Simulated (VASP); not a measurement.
# HfC (Fm-3m) in VASP: a series of runs

One crystal, HfC, is run at these levels: PBE, PBEsol; tasks: single point, relaxation of cell and atoms.

All numbers are computed with VASP 6.6.1; they aren't measurements. Logs are shortened: lines on timing, memory, paths and dates and some standing lists are left out, and cuts for length are marked.

### 1 The structure

Symmetry: Fm-3m, No. 225, cubic system. The conventional cell has a = 4.650 Å, b = 4.650 Å, c = 4.650 Å, α = 90.00°, β = 90.00°, γ = 90.00°. Around Hf (site symmetry m-3m) lie 6 C at 2.33 Å. C (site symmetry m-3m) is surrounded by 6 Hf at 2.33 Å.

### 2 Single point, PBE

INCAR

```
SYSTEM = HfC
ALGO     = Fast           ! electronic algorithm
EDIFF    = 1E-6           ! SCF threshold, eV
ENCUT    = 520            ! plane-wave cutoff, eV
GGA      = PE             ! functional
ISIF     = 2              ! what is computed and relaxed
ISMEAR   = 0              ! smearing method
LASPH    = .TRUE.         ! aspherical terms in the spheres
LCHARG   = .TRUE.         ! write CHGCAR
LELF     = .TRUE.         ! ELF
LREAL    = .FALSE.        ! projectors in reciprocal space
LVHAR    = .TRUE.       
LWAVE    = .FALSE.        ! write WAVECAR
NBANDS   = 14             ! bands
NELM     = 60             ! most SCF steps
PREC     = Accurate       ! precision mode
SIGMA    = 0.05           ! smearing width, eV
```

KPOINTS

```
k-points
0
G
  10 10 10
  0 0 0
```

POSCAR

```
HfC
1.0
    0.0000000000      2.3250000000      2.3250000000
    2.3250000000      0.0000000000      2.3250000000
    2.3250000000      2.3250000000      0.0000000000
Hf C
1 1
Cartesian
    2.3250000000      2.3250000000      2.3250000000
    0.0000000000      0.0000000000      0.0000000000
```

Potentials or basis: VASP PAW PBE potentials, release 54 (Hf_pv, C).

Launch:

```
$ cat potpaw_PBE.54/Hf_pv/POTCAR potpaw_PBE.54/C/POTCAR > POTCAR
$ mpirun -np 1 vasp_std > vasp.out
```

OUTCAR:

```text
SYSTEM = HfC
   EDIFF = 1E-6
   ENCUT = 520
   GGA = PE
   ISIF = 2
   ISMEAR = 0
   LASPH = .TRUE.
   LREAL = .FALSE.
   NELM = 60
   PREC = Accurate

 ion  position               nearest neighbor table
   1  0.500  0.500  0.500-   2 2.33   2 2.33   2 2.33   2 2.33   2 2.33   2 2.33
   2  0.000  0.000  0.000-   1 2.33   1 2.33   1 2.33   1 2.33   1 2.33   1 2.33

  LATTYP: Found a face centered cubic cell.
 ALAT       =     4.6500000000

  Lattice vectors:

 A1 = (   0.0000000000,   2.3250000000,   2.3250000000)
 A2 = (   2.3250000000,   0.0000000000,   2.3250000000)
 A3 = (   2.3250000000,   2.3250000000,   0.0000000000)

Analysis of symmetry for initial positions (statically):
=====================================================================
 Subroutine PRICEL returns:
 Original cell was already a primitive cell.

 Routine SETGRP: Setting up the symmetry group for a
 face centered cubic supercell.

 Subroutine GETGRP returns: Found 48 space group operations
 (whereof 48 operations were pure point group operations)
 out of a pool of 48 trial point group operations.

The static configuration has the point symmetry O_h .

Analysis of symmetry for dynamics (positions and initial velocities):
=====================================================================
 Subroutine PRICEL returns:
 Original cell was already a primitive cell.

 Routine SETGRP: Setting up the symmetry group for a
 face centered cubic supercell.

 Subroutine GETGRP returns: Found 48 space group operations
 (whereof 48 operations were pure point group operations)
 out of a pool of 48 trial point group operations.

The dynamic configuration has the point symmetry O_h .

 Subroutine INISYM returns: Found 48 space group operations
 (whereof 48 operations are pure point group operations),
 and found     1 'primitive' translations

----------------------------------------------------------------------------------------

                                     Primitive cell

  volume of cell :      25.1362

  direct lattice vectors                    reciprocal lattice vectors
     0.000000000  2.325000000  2.325000000    -0.215053763  0.215053763  0.215053763
     2.325000000  0.000000000  2.325000000     0.215053763 -0.215053763  0.215053763
     2.325000000  2.325000000  0.000000000     0.215053763  0.215053763 -0.215053763

  length of vectors
     3.288046533  3.288046533  3.288046533     0.372484045  0.372484045  0.372484045

  position of ions in fractional coordinates (direct lattice)
     0.500000000  0.500000000  0.500000000
     0.000000000  0.000000000  0.000000000

  ion indices of the primitive-cell ions
   primitive index   ion index
                 1           1
                 2           2

----------------------------------------------------------------------------------------

 KPOINTS: k-points

Automatic generation of k-mesh.
 Grid dimensions read from file:
 generate k-points for:   10   10   10

 Generating k-lattice:

  Cartesian coordinates                     Fractional coordinates (reciprocal lattice)
    -0.021505376  0.021505376  0.021505376     0.100000000  0.000000000  0.000000000
     0.021505376 -0.021505376  0.021505376     0.000000000  0.100000000  0.000000000
     0.021505376  0.021505376 -0.021505376     0.000000000  0.000000000  0.100000000

  Length of vectors
     0.037248404  0.037248404  0.037248404

  Shift w.r.t. Gamma in fractional coordinates (k-lattice)
     0.000000000  0.000000000  0.000000000

 Subroutine IBZKPT returns following result:
 ===========================================

 Found     47 irreducible k-points:

 Following reciprocal coordinates:
            Coordinates               Weight
  0.000000  0.000000  0.000000      1.000000
  0.100000  0.000000  0.000000      8.000000
  0.200000  0.000000  0.000000      8.000000
  0.300000  0.000000  0.000000      8.000000
  0.400000  0.000000  0.000000      8.000000
  0.500000  0.000000  0.000000      4.000000
[... 39 lines left out ...]
 -0.300000  0.400000  0.200000     24.000000
 -0.300000  0.500000  0.200000     12.000000
   k-points           NKPTS =     47   k-points in BZ     NKDIM =     47   number of bands    NBANDS=     14
   number of dos      NEDOS =    301   number of ions     NIONS =      2
   total plane-waves  NPLWV =  13824
   dimension x,y,z NGX =    24 NGY =   24 NGZ =   24
   dimension x,y,z NGXF=    48 NGYF=   48 NGZF=   48
   ions per type =               1   1
   NGX,Y,Z   is equivalent  to a cutoff of  12.13, 12.13, 12.13 a.u.
   NGXF,Y,Z  is equivalent  to a cutoff of  24.27, 24.27, 24.27 a.u.
 SYSTEM =  HfC
   PREC   = accura    normal or accurate (medium, high low for compatibility)
   ISTART =      0    job   : 0-new  1-cont  2-samecut
   ICHARG =      2    charge: 1-file 2-atom 10-const
   ISPIN  =      1    spin polarized calculation?
   LNONCOLLINEAR =      F non collinear calculations
   LSORBIT =      F    spin-orbit coupling
[... 71 lines left out ...]
     10       7.3450      0.00000
     11       9.3442      0.00000
     12       9.3442      0.00000
     13      12.7808      0.00000
     14      16.9544      0.00000

 k-point     2 :       0.1000    0.0000    0.0000
  band No.  band energies     occupation
      1     -23.6870      2.00000
      2     -23.6249      2.00000
      3     -23.6249      2.00000
      4      -6.1072      2.00000
      5       5.5845      2.00000
      6       5.9667      1.30770
      7       5.9667      1.30769
      8       7.7521      0.00000
      9       7.7521      0.00000
     10       8.1106      0.00000
     11      10.4415      0.00000
     12      10.4415      0.00000
     13      13.3305      0.00000
     14      17.6478      0.00000

 k-point     3 :       0.2000    0.0000    0.0000
  band No.  band energies     occupation
      1     -23.8622      2.00000
      2     -23.6422      2.00000
      3     -23.6422      2.00000
      4      -5.4090      2.00000
      5       3.8016      2.00000
      6       4.7293      2.00000
      7       4.7293      2.00000
      8       8.4937      0.00000
      9       8.4937      0.00000
     10       8.6481      0.00000
     11      12.4285      0.00000
     12      12.4285      0.00000
     13      14.4815      0.00000
     14      19.2692      0.00000

 k-point     4 :       0.3000    0.0000    0.0000
  band No.  band energies     occupation
      1     -24.0704      2.00000
      2     -23.6634      2.00000
      3     -23.6634      2.00000
      4      -4.3960      2.00000
      5       2.0766      2.00000
      6       3.7685      2.00000
      7       3.7685      2.00000
      8       9.3250      0.00000
      9       9.5687      0.00000
     10       9.5687      0.00000
     11      14.5375      0.00000
     12      14.5375      0.00000
     13      15.1118      0.00000
     14      19.9864      0.00000

 k-point     5 :       0.4000    0.0000    0.0000
  band No.  band energies     occupation
      1     -24.2326      2.00000
      2     -23.6804      2.00000
      3     -23.6804      2.00000
      4      -3.2772      2.00000
      5       0.5886      2.00000
      6       3.1732      2.00000
      7       3.1732      2.00000
      8      10.4389      0.00000
      9      10.7099      0.00000
     10      10.7099      0.00000
     11      14.0423      0.00000
[... 548 lines left out ...]
 k-point    38 :      -0.4000    0.3000    0.1000
  band No.  band energies     occupation
      1     -24.1530      2.00000
      2     -23.9131      2.00000
      3     -23.7731      2.00000
      4      -3.4644      2.00000
      5       1.5448      2.00000
      6       3.2336      2.00000
      7       3.7379      2.00000
      8       8.7498      0.00000
      9      10.7914      0.00000
     10      12.1834      0.00000
     11      14.4827      0.00000
     12      14.9918      0.00000
     13      17.4294      0.00000
     14      18.8385      0.00000

 k-point    39 :      -0.3000    0.3000    0.1000
  band No.  band energies     occupation
      1     -24.1330      2.00000
      2     -23.9338      2.00000
      3     -23.7494      2.00000
      4      -3.3719      2.00000
      5       1.3306      2.00000
      6       3.2667      2.00000
      7       3.5338      2.00000
      8       9.7359      0.00000
      9      10.1572      0.00000
     10      11.8579      0.00000
     11      13.6361      0.00000
     12      15.9444      0.00000
     13      17.6516      0.00000
     14      19.3112      0.00000

 k-point    40 :      -0.2000    0.3000    0.1000
  band No.  band energies     occupation
      1     -24.1019      2.00000
      2     -23.8816      2.00000
      3     -23.7130      2.00000
      4      -3.6400      2.00000
      5       1.4118      2.00000
      6       3.5166      2.00000
      7       3.5253      2.00000
      8       8.8336      0.00000
      9      11.4218      0.00000
     10      11.4260      0.00000
     11      12.4903      0.00000
     12      15.6010      0.00000
     13      17.6315      0.00000
     14      19.3599      0.00000

 [... further k-points ...]

------------------------ aborting loop because EDIFF is reached ----------------------------------------

  FORCE on cell =-STRESS in cart. coord.  units (eV):
  Direction    XX          YY          ZZ          XY          YZ          ZX
  --------------------------------------------------------------------------------------
  -------------------------------------------------------------------------------------
  Total       -0.0675567     -0.0675567     -0.0675567      0.0000000     -0.0000000      0.0000000
  in kB       -4.3060583     -4.3060583     -4.3060583      0.0000000     -0.0000000      0.0000000
  external PRESSURE =      -4.3060583 kB  Pullay stress =       0.0000000 kB

 VOLUME and BASIS-vectors are now :
 -----------------------------------------------------------------------------
  energy-cutoff  :      520.00
  volume of cell :       25.14
      direct lattice vectors                 reciprocal lattice vectors
     0.000000000  2.325000000  2.325000000    -0.215053763  0.215053763  0.215053763
     2.325000000  0.000000000  2.325000000     0.215053763 -0.215053763  0.215053763
     2.325000000  2.325000000  0.000000000     0.215053763  0.215053763 -0.215053763

 POSITION                                       TOTAL-FORCE (eV/Angst)
 -----------------------------------------------------------------------------------
      2.32500      2.32500      2.32500        -0.000000      0.000000      0.000000
      0.00000      0.00000      0.00000         0.000000     -0.000000     -0.000000
 -----------------------------------------------------------------------------------
    total drift:                                0.000000     -0.000000      0.000000

  FREE ENERGIE OF THE ION-ELECTRON SYSTEM (eV)
  ---------------------------------------------------
  free  energy   TOTEN  =       -21.0430886773 eV

  energy  without entropy=      -21.0426086182  energy(sigma->0) =      -21.04284865
```

Run time: 7.9 s. Hardware: 1 thread of Intel Xeon Platinum 8488C (Sapphire Rapids), shared host; peak memory 0.14 GiB.

Results:

```
Free energy            : -21.0431 eV
Pressure               : -0.4 GPa
Band gap on the k mesh : none (metal or under the smearing width)
```

Spin-orbit coupling is left out, which matters for the levels of Hf.

### 3 Single point, PBE

run.py

```python
from ase import Atoms
from ase.calculators.vasp import Vasp
from ase.dft.bandgap import bandgap

atoms = Atoms(
    ['Hf', 'C'],
    cell=[[0.0, 2.325, 2.325], [2.325, 0.0, 2.325], [2.325, 2.325, 0.0]],
    scaled_positions=[[0.5, 0.5, 0.5], [0.0, 0.0, 0.0]],
    pbc=True,
)
calc = Vasp(
    directory='calc',
    xc='pbe',
    pp='PBE',
    setups='recommended',
    pp_version='54',
    prec='Accurate',
    encut=520,
    ediff=1e-06,
    ismear=0,
    sigma=0.05,
    lreal=False,
    lasph=True,
    nelm=80,
    algo='Normal',
    isif=2,
    lwave=False,
    lcharg=True,
    lelf=True,
    lvhar=True,
    kpts=[10, 10, 10],
    gamma=True,
)
atoms.calc = calc

print('energy (eV):', atoms.get_potential_energy())
print('free energy (eV):', atoms.get_potential_energy(force_consistent=True))
print('forces (eV/A):')
print(atoms.get_forces())
print('stress (eV/A^3, Voigt):', atoms.get_stress())
print('Fermi level (eV):', calc.get_fermi_level())
gap, top, bottom = bandgap(calc)
print('band gap (eV):', gap, 'from (spin, k, band)', top, 'to', bottom)
```

Potentials or basis: VASP PAW PBE potentials, release 54 (Hf_pv, C).

Launch:

```
$ python run.py
```

Run time: 9.9 s. Hardware: 1 thread of Intel Xeon Platinum 8488C (Sapphire Rapids), shared host; peak memory 0.14 GiB.

It converged, with:

| Item | Value |
| --- | --- |
| Free energy | -21.0431 eV |
| Pressure | -0.4 GPa |
| Band gap on the k mesh | none (metal or under the smearing width) |

Levels at points of the mesh, in eV from the Fermi level:
| k point | band 5 | band 6 | band 7 | band 8 | band 9 | band 10 |
| --- | --- | --- | --- | --- | --- | --- |
| (0.00, 0.00, 0.00) | 0.97 | 0.97 | 0.97 | 1.36 | 1.36 | 1.36 |
| (0.50, 0.00, 0.00) | -6.17 | -3.01 | -3.01 | 5.29 | 5.29 | 5.75 |
| (0.50, 0.50, 0.00) | -2.62 | -1.80 | -0.13 | -0.13 | 5.28 | 6.71 |

### 4 Relaxation of cell and atoms, PBEsol (atoms moved at random, drawn with an rms of 0.15 Å)

INCAR

```
SYSTEM = HfC
ALGO = Fast
EDIFF = 1E-6
EDIFFG = -0.005
ENCUT = 580
GGA = PS
IBRION = 2
ISIF = 3
ISMEAR = 0
LASPH = .TRUE.
LCHARG = .FALSE.
LREAL = .FALSE.
LWAVE = .FALSE.
NELM = 100
NSW = 40
PREC = Accurate
SIGMA = 0.05
```

KPOINTS is that of step 2.

POSCAR

```
HfC
1.0
    0.0000000000      2.3250000000      2.3250000000
    2.3250000000      0.0000000000      2.3250000000
    2.3250000000      2.3250000000      0.0000000000
Hf C
1 1
Direct
    0.4965990000      0.5387260000      0.4798300000
    0.0473700000      0.0410330000     -0.0336770000
```

Potentials or basis: VASP PAW PBE potentials, release 64 (Hf, C).

Launch:

```
$ cat potpaw_PBE.64/Hf/POTCAR potpaw_PBE.64/C/POTCAR > POTCAR
$ mpirun -np 1 vasp_std > vasp.out
```

Run time: 7.8 min. Hardware: 1 thread of Intel Xeon Platinum 8488C (Sapphire Rapids), shared host; peak memory 0.32 GiB.

It converged, with:

```yaml
Free_energy: -22.2478 eV
Relaxed_volume: 12.24 Å³/atom
Relaxed_cell: a = 3.259 Å, b = 3.259 Å, c = 3.259 Å, α = 60.00°, β = 60.00°, γ = 60.00°
Space_group_after_relaxing_to_0.05_Å: Fm-3m (No. 225)
Energy_gained_by_relaxing: 50.6 meV/atom
Ionic_steps: 11
Pressure_after_relaxing: 0.0 GPa
Band_gap_on_the_k_mesh: none (metal or under the smearing width)
```

Forces in eV/Å, atoms in the order of the input:
```
Hf   0.001 -0.002 -0.002
C   -0.001  0.002  0.002
```

The path:
```csv
step,energy change (eV),largest force (eV/Å),pressure (GPa),volume (Å³)
1,0.0000,1.1188,-4.56,25.14
2,-0.0710,0.4081,7.57,23.85
3,-0.0730,0.5164,5.58,24.03
4,-0.0884,0.3778,-3.25,24.80
5,-0.0998,0.0346,-0.19,24.49
6,-0.1010,0.0159,0.25,24.45
7,-0.1011,0.0214,0.15,24.46
8,-0.1012,0.0041,-0.23,24.49
9,-0.1012,0.0088,-0.14,24.49
10,-0.1012,0.0017,0.11,24.46
11,-0.1012,0.0029,0.03,24.47
```

Final structure:
```xyz
2
Lattice="-0.0001 2.3046 2.3047 2.3042 0.0002 2.3044 2.3043 2.3044 0.0002" Properties=species:S:1:pos:R:3 pbc="T T T"
Hf    2.3340    2.2933    2.4473
C     2.3342    2.2929    0.1426
```

Levels at points of the mesh, in eV from the Fermi level:
```csv
k point,band 1,band 2,band 3,band 4,band 5,band 6,band 7,band 8
"(0.00, 0.00, 0.00)",-12.44,1.02,1.02,1.02,1.33,1.34,1.34,3.43
"(0.50, 0.00, 0.00)",-8.62,-6.31,-3.09,-3.09,5.43,5.43,5.92,6.62
"(0.00, 0.50, 0.00)",-8.61,-6.31,-3.10,-3.09,5.43,5.44,5.92,6.62
"(0.00, 0.00, 0.50)",-8.61,-6.31,-3.10,-3.09,5.43,5.44,5.92,6.62
"(0.50, 0.50, 0.50)",-8.62,-6.31,-3.09,-3.09,5.43,5.44,5.92,6.62
"(0.50, 0.50, 0.00)",-10.49,-2.63,-1.94,-0.08,-0.08,5.44,6.92,6.92
"(0.00, 0.50, 0.50)",-10.49,-2.63,-1.94,-0.08,-0.08,5.44,6.92,6.92
"(0.50, 0.00, 0.50)",-10.49,-2.63,-1.94,-0.08,-0.08,5.44,6.92,6.92
```

Caveat: the PAW data sets were made with another functional, which shifts forces and pressure a little. The run has no spin-orbit coupling, so splittings on Hf are missing.

### 5 The reference run

An earlier run on the cell as given: functional PBE; potentials or basis VASP PAW PBE potentials, release 64 (Hf_pv, C); cutoff 520 eV; k mesh 10 × 10 × 10; occupations fermi-dirac, width 0.05 eV; no spin polarisation.

- Pressure: -0.4 GPa
- Band gap on the k mesh: none (metal or under the smearing width)

### 6 Summary

| task | level | potentials or basis | cell | cutoff (eV) | smearing | gap on the mesh (eV) | pressure (GPa) |
| --- | --- | --- | --- | --- | --- | --- | --- |
| single point | PBE | VASP PAW PBE potentials, release 54 (Hf_pv, C) | as given | 520 | gaussian 0.05 eV | none | -0.4 |
| relaxation of cell and atoms | PBEsol | VASP PAW PBE potentials, release 64 (Hf, C) | relaxed from: atoms moved at random, drawn with an rms of 0.15 Å | 580 | gaussian 0.05 eV | none | 0.0 |
| single point | PBE | VASP PAW PBE potentials, release 64 (Hf_pv, C) | as given | 520 | fermi-dirac 0.05 eV | none | -0.4 |

Alike in all rows: no spin polarisation; k mesh 10 × 10 × 10.

Caveats: the PAW data sets were made with another functional, which shifts forces and pressure a little (some runs).

Absolute energies hang on the potentials; compare differences alone.
